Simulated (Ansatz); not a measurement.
Calculated ¹⁴N nuclear quadrupole resonance for Si3N4

Cell: a structure deposited in the COD whose atoms were relaxed with PBE, the cell held.

Space group I-43d (No. 220); a = 6.4747 Å.

| site | Wyckoff | site symmetry | x | y | z |
| --- | --- | --- | --- | --- | --- |
| Si | 12b | -4.. | 0.3750 | 0.5000 | 0.7500 |
| N | 16c | .3. | 0.2814 | 0.2814 | 0.2814 |

One atom of each set is listed; the run and its k-mesh use a cell of 14 atoms with edges of 5.61, 5.61, 5.61 Å.

Level of theory: DFT, PBEsol, plane waves and PAW, scalar-relativistic, 420 eV cutoff, Γ-centred 6×6×6 k-points, Fermi–Dirac smearing 0.02 eV (Ansatz 0.2.0).

¹⁴N: I = 1, Q = 20.44 mb (year-2017 value). Static lattice, zero field.

**Question.** Predict the zero-field ¹⁴N lines of each site.

**Answer.** For I = 1 the lines are ν± = (3/4)|C_Q|(1 ± η/3) and ν₀ = |C_Q|η/2.

```
site  atoms  V_zz (10²¹ V/m²)  C_Q (MHz)     η  line frequencies (MHz)
   N      8             -5.55      -2.74  0.00                    2.06
```

An axis of threefold or higher order runs through N, so V_zz lies along it and η is zero.
